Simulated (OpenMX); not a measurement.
The system is MoS2, a slab with vacuum.

```
CELL_PARAMETERS angstrom
3.18413 0.00000 0.00000
-1.59206 2.75753 0.00000
0.00000 0.00000 17.33460
ATOMIC_POSITIONS crystal
Mo 0.00000 0.00000 0.00000
S 0.33333 0.66667 0.91051
S 0.33333 0.66667 0.08949
```

| Item | Value |
| --- | --- |
| Program | OpenMX 3.8.5 |
| Task | single point |
| Functional | PBE |
| Potentials or basis | OpenMX 2013 PBE set, Mo7.0-s3p2d2, S7.0-s2p2d1f1, grid cutoff 400 Ry |
| k mesh | 11 × 11 × 3 |
| Occupations | fermi-dirac, width 0.05 eV |
| Spin | no spin polarisation |

On this cell: largest force 0.717 eV/Å; band gap on the k mesh 1.69 eV, indirect (least direct gap 1.86 eV).

The same run follows on a disturbed copy (atoms moved at random, drawn with an rms of 0.05 Å):

```
CELL_PARAMETERS angstrom
3.18413 0.00000 0.00000
-1.59206 2.75753 0.00000
0.00000 0.00000 17.33460
ATOMIC_POSITIONS crystal
Mo 0.00290 0.98616 0.99953
S 0.33139 0.66107 0.91056
S 0.32174 0.65518 0.08953
```

**Question.** What does the disturbed cell give?

**Answer.** The energy moves by +7.7 meV/atom; largest force 0.980 eV/Å; band gap on the k mesh 1.67 eV, indirect (least direct gap 1.84 eV).

Forces in eV/Å, atoms in the order of the input:
```
Mo  -0.871  0.346  0.273
S    0.338 -0.248 -0.886
S    0.530 -0.095  0.605
```

Caveats: the basis of atomic orbitals isn't converged, which shifts pressures, moduli and gaps.

A k mesh can miss the band edges.
